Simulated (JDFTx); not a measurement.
A run of JDFTx 1.7.0 (patched build):

AgBr.in

```
lattice \
    0.0000000000     5.4237974366     5.4237974366 \
    5.4237974366     0.0000000000     5.4237974366 \
    5.4237974366     5.4237974366     0.0000000000
coords-type Cartesian
ion Ag     0.0000000000     0.0000000000     0.0000000000 1
ion Br     5.4237974366     5.4237974366     5.4237974366 1

ion-species pseudo/Ag.upf
ion-species pseudo/Br.upf
elec-cutoff 40 320
elec-ex-corr mgga-x-scan mgga-c-scan
kpoint-folding 3 3 3
elec-smearing Fermi 0.0018374661
elec-n-bands 19
electronic-SCF nIterations 100 energyDiffThreshold 1e-09
electronic-minimize nIterations 30 energyDiffThreshold 1e-7
converge-empty-states yes
forces-output-coords Cartesian

dump-name run.$VAR
dump End Ecomponents EigStats BandEigs Kpoints Forces Stress ElecDensity KEdensity
```

Potentials or basis: SG15-PBE-1.2 with smoothed tails.

Launch:

```console
$ jdftx -c 1 -i AgBr.in -o AgBr.out
```

Hardware: 1 thread of Arm Neoverse V1, on a shared host.

Task: How long does it take, and how much memory?

Result: Run time: 2.7 min on 1 thread of Arm Neoverse V1, with other jobs on the host, peak memory 0.19 GiB. Counts: scf iterations 35, bands 19, k points 4, plane waves 3851.
